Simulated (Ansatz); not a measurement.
InSb, DFT, LDA, all-electron PAW with datasets made for the crystal, scalar-relativistic (Ansatz 0.2.0), run on 1 thread of Arm Neoverse V2 on a shared host.

The cell is COD entry 9008853, as deposited and not checked against the literature; nothing was relaxed. The listed cell was then made from it by scaling, straining or moving an atom.

Command: `ansatz run input.yaml --threads 1 --pin off --max-ram 3072MiB --backend cpu --events-out ev --progress --plain --runs-dir out`

```yaml
crystal:
  lattice:
    - [0.0, 3.336273, 3.2391]
    - [3.336273, 0.0, 3.2391]
    - [3.336273, 3.336273, 0.0]
  atoms:
    - { symbol: In, position: [0.0, 0.0, 0.0] }
    - { symbol: Sb, position: [0.75, 0.75, 0.75] }
kpoints:
  mp_grid: { grid: [10, 10, 10] }
scf:
  occupations: { method: fermi_dirac, width: 0.03 }
hamiltonian:
  xc: lda
  pseudopotentials: { kind: all_electron, datasets: crystal }
output:
  forces: true
  stress: true
  eigenvalues: true
  efg: { contact_densities: true }
```

Task: How large is the problem that the program sets up?

Result: 102 irreducible k-points, 601 plane waves at Γ, 13 bands.

Task: Estimate the wall time and the peak memory.

Result: 15 s of wall time for 8 SCF iterations, with a peak of 0.7 GiB. Times on shared machines scatter by tens of per cent.

Task: And the same cell and mesh by PAW with the default files, asked for forces, stress, eigenvalues, efg, on the same hardware?

Result: 11 s, peak memory 0.45 GiB.
